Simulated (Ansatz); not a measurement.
Point defect: C vacancy in SiC

These are results of Ansatz, DFT PBE, scalar-relativistic, plane waves, PAW, not measurements. (420 eV cutoff, 1×1×1 k-mesh, Gaussian smearing of 0.01 eV, collinear spin in charge +1 alone)

Host crystal, relaxed:

```
Si C
1.0
     3.09194    0.00000    0.00000
    -1.54597    2.67770    0.00000
     0.00000    0.00000    5.07429
Si C
2 2
Cartesian
  0.0000 1.7851 2.5350
  1.5460 0.8926 5.0722
  0.0000 1.7851 4.4421
  1.5460 0.8926 1.9050
```

Supercell of 72 atoms, rows in host cell vectors: 0 -3 0; -3 0 0; 0 0 -2. Atoms relax at the host's cell, keeping the symmetry that the supercell leaves at the site. The cell is small, so energies carry finite-size errors of tenths of an eV. The zone centre alone is far too coarse a mesh for this cell, so the numbers show that error and aren't the defect's converged properties. The host's Kohn–Sham gap is 2.31 eV.

Defect: C vacancy, charge +2.

Command:

```bash
ansatz run input.yaml --threads 4 --pin off --max-ram 8192MiB --backend cpu --events-out ev --progress --plain --runs-dir out
```

The input:

```yaml
crystal:
  lattice:
    - [4.6379047741, -8.0330867095, 0.0]
    - [-9.2758095483, 0.0, 0.0]
    - [0.0, 0.0, -10.1485845858]
  atoms:
    - { symbol: Si, position: [0.4444444444, 0.5555555556, 0.2594549448] }
    - { symbol: Si, position: [0.4444444444, 0.5555555556, 0.749171191] }
    - { symbol: Si, position: [0.1116400252, 0.5556950938, 0.2524269575] }
    - { symbol: Si, position: [0.1106084409, 0.5564891097, 0.7496087595] }
    - { symbol: Si, position: [0.777388402, 0.5556950938, 0.2524269575] }
    - { symbol: Si, position: [0.7792140021, 0.5564891097, 0.7496087595] }
    - { symbol: Si, position: [0.4443049062, 0.222611598, 0.2524269575] }
    - { symbol: Si, position: [0.4435108903, 0.2207859979, 0.7496087595] }
    - { symbol: Si, position: [0.1116400252, 0.222611598, 0.2524269575] }
    - { symbol: Si, position: [0.1106084409, 0.2207859979, 0.7496087595] }
    - { symbol: Si, position: [0.7777777778, 0.2222222222, 0.251451409] }
    - { symbol: Si, position: [0.7777777778, 0.2222222222, 0.7493416665] }
    - { symbol: Si, position: [0.4443049062, 0.8883599748, 0.2524269575] }
    - { symbol: Si, position: [0.4435108903, 0.8893915591, 0.7496087595] }
    - { symbol: Si, position: [0.1111111111, 0.8888888889, 0.2511495227] }
    - { symbol: Si, position: [0.1111111111, 0.8888888889, 0.7500596883] }
    - { symbol: Si, position: [0.777388402, 0.8883599748, 0.2524269575] }
    - { symbol: Si, position: [0.7792140021, 0.8893915591, 0.7496087595] }
    - { symbol: Si, position: [0.5575756353, 0.4424243647, -0.005008746] }
    - { symbol: Si, position: [0.555997462, 0.444002538, 0.5026092067] }
    - { symbol: Si, position: [0.2181820627, 0.4424243647, -0.005008746] }
    - { symbol: Si, position: [0.2213384093, 0.444002538, 0.5026092067] }
    - { symbol: Si, position: [0.8878880043, 0.4424426753, -0.001061474] }
    - { symbol: Si, position: [0.8889131772, 0.444493021, 0.5004960951] }
    - { symbol: Si, position: [0.5575573247, 0.1121119957, -0.001061474] }
    - { symbol: Si, position: [0.555506979, 0.1110868228, 0.5004960951] }
    - { symbol: Si, position: [0.2217480624, 0.1101627915, -0.0003175831] }
    - { symbol: Si, position: [0.2220530782, 0.110772823, 0.5008464745] }
    - { symbol: Si, position: [0.8878880043, 0.1121119957, -0.001061474] }
    - { symbol: Si, position: [0.8889131772, 0.1110868228, 0.5004960951] }
    - { symbol: Si, position: [0.5575756353, 0.7818179373, -0.005008746] }
    - { symbol: Si, position: [0.555997462, 0.7786615907, 0.5026092067] }
    - { symbol: Si, position: [0.2217480624, 0.7782519376, -0.0003175831] }
    - { symbol: Si, position: [0.2220530782, 0.7779469218, 0.5008464745] }
    - { symbol: Si, position: [0.8898372085, 0.7782519376, -0.0003175831] }
    - { symbol: Si, position: [0.889227177, 0.7779469218, 0.5008464745] }
    - { symbol: C, position: [0.4444444444, 0.5555555556, 0.5624428456] }
    - { symbol: C, position: [0.1141793795, 0.5568008793, 0.0627961635] }
    - { symbol: C, position: [0.1108152349, 0.5558649594, 0.5619779501] }
    - { symbol: C, position: [0.7759548331, 0.5568008793, 0.0627961635] }
    - { symbol: C, position: [0.7783830578, 0.5558649594, 0.5619779501] }
    - { symbol: C, position: [0.4431991207, 0.2240451669, 0.0627961635] }
    - { symbol: C, position: [0.4441350406, 0.2216169422, 0.5619779501] }
    - { symbol: C, position: [0.1141793795, 0.2240451669, 0.0627961635] }
    - { symbol: C, position: [0.1108152349, 0.2216169422, 0.5619779501] }
    - { symbol: C, position: [0.7777777778, 0.2222222222, 0.0622064725] }
    - { symbol: C, position: [0.7777777778, 0.2222222222, 0.5612076973] }
    - { symbol: C, position: [0.4431991207, 0.8858206205, 0.0627961635] }
    - { symbol: C, position: [0.4441350406, 0.8891847651, 0.5619779501] }
    - { symbol: C, position: [0.1111111111, 0.8888888889, 0.0619964384] }
    - { symbol: C, position: [0.1111111111, 0.8888888889, 0.5618164042] }
    - { symbol: C, position: [0.7759548331, 0.8858206205, 0.0627961635] }
    - { symbol: C, position: [0.7783830578, 0.8891847651, 0.5619779501] }
    - { symbol: C, position: [0.5563355895, 0.4436644105, 0.3144137137] }
    - { symbol: C, position: [0.555834256, 0.444165744, 0.8099708126] }
    - { symbol: C, position: [0.2206621542, 0.4436644105, 0.3144137137] }
    - { symbol: C, position: [0.2216648214, 0.444165744, 0.8099708126] }
    - { symbol: C, position: [0.8890013217, 0.44466931, 0.3114901261] }
    - { symbol: C, position: [0.8887854643, 0.4442375953, 0.8116213829] }
    - { symbol: C, position: [0.55533069, 0.1109986783, 0.3114901261] }
    - { symbol: C, position: [0.5557624047, 0.1112145357, 0.8116213829] }
    - { symbol: C, position: [0.222189222, 0.1110451108, 0.3119101682] }
    - { symbol: C, position: [0.2221373909, 0.1109414484, 0.8118804512] }
    - { symbol: C, position: [0.8890013217, 0.1109986783, 0.3114901261] }
    - { symbol: C, position: [0.8887854643, 0.1112145357, 0.8116213829] }
    - { symbol: C, position: [0.5563355895, 0.7793378458, 0.3144137137] }
    - { symbol: C, position: [0.555834256, 0.7783351786, 0.8099708126] }
    - { symbol: C, position: [0.222189222, 0.777810778, 0.3119101682] }
    - { symbol: C, position: [0.2221373909, 0.7778626091, 0.8118804512] }
    - { symbol: C, position: [0.8889548892, 0.777810778, 0.3119101682] }
    - { symbol: C, position: [0.8890585516, 0.7778626091, 0.8118804512] }
  host:
    lattice:
      - [3.0919365161, 0.0, 0.0]
      - [-1.545968258, 2.6776955698, 0.0]
      - [0.0, 0.0, 5.0742922929]
    atoms:
      - { symbol: Si, position: [0.3333333333, 0.6666666667, 0.4995817072] }
      - { symbol: Si, position: [0.6666666667, 0.3333333333, 0.9995817072] }
      - { symbol: C, position: [0.3333333333, 0.6666666667, 0.8754182928] }
      - { symbol: C, position: [0.6666666667, 0.3333333333, 0.3754182928] }
total_charge: 2
basis:
  ecutwfc: 420
  xc_grid: 2
kpoints:
  mp_grid: { grid: [1, 1, 1], shift: [0.0, 0.0, 0.0] }
hamiltonian:
  xc: pbe
scf:
  occupations: { method: gaussian, width: 0.01 }
output:
  forces: true
  stress: false
  eigenvalues: true
  charged_corrections:
    defect_position: [0.44444444, 0.55555556, 0.06229085]
    epsilon: [[10.2148, 0.0, 0.0], [0.0, 10.2148, 0.0], [0.0, 0.0, 11.3838]]
relax:
  adjacent_minimum: "off"
  f_tol: 0.025
  max_steps: 45
```

From the output:

```
Warning: RAYON_NUM_THREADS=4 ignored (pool sized by the plan → 4); use --threads N
Crystal: 71 atoms, lattice volume = 756.205 Å³
Basis set: ecut = 420 eV, 14817 PW (Γ), exchange–correlation on 128×128×144 points (8 copies of the dense FFT grid, shifted against one another)
Bands: 212, of which v1, the nominal top of the filled ones, is band 141 counted from 1 (140 counted from 0)
Symmetry: 6 space group operations
Space group: P3m1 (ITA 156), of the structure as read, at distance tolerance 9.1e-5 Å
k-points: 1
relax step   1: F+E_penalty+E_count = -31695.87688909 eV  Δ(F+E_penalty+E_count) = +0.000e0 eV  max|allowed force component| = 1.354e0 eV/Å  Δτ_max = 0.0000 Å
relax step   2: F+E_penalty+E_count = -31696.06397349 eV  Δ(F+E_penalty+E_count) = -1.871e-1 eV  max|allowed force component| = 5.731e-1 eV/Å  Δτ_max = 0.0814 Å
relax step   3: F+E_penalty+E_count = -31696.11399205 eV  Δ(F+E_penalty+E_count) = -5.002e-2 eV  max|allowed force component| = 3.089e-1 eV/Å  Δτ_max = 0.0455 Å
relax step   4: F+E_penalty+E_count = -31696.13427778 eV  Δ(F+E_penalty+E_count) = -2.029e-2 eV  max|allowed force component| = 9.598e-2 eV/Å  Δτ_max = 0.0116 Å
relax step   5: F+E_penalty+E_count = -31696.13602708 eV  Δ(F+E_penalty+E_count) = -1.749e-3 eV  max|allowed force component| = 3.682e-2 eV/Å  Δτ_max = 0.0180 Å
relax step   6: F+E_penalty+E_count = -31696.13639924 eV  Δ(F+E_penalty+E_count) = -3.722e-4 eV  max|allowed force component| = 5.846e-3 eV/Å  Δτ_max = 0.0100 Å
SCF converged after 5 iterations
Free energy (F): -31696.136399 eV
E sigma→0 (E₀):  -31696.136399 eV
Fermi energy:    10.266258 eV
```

The relaxation gained 0.26 eV in 6 steps. Time: 31 s on 4 threads of Arm Neoverse V1, on a shared host, peak memory 0.82 GiB.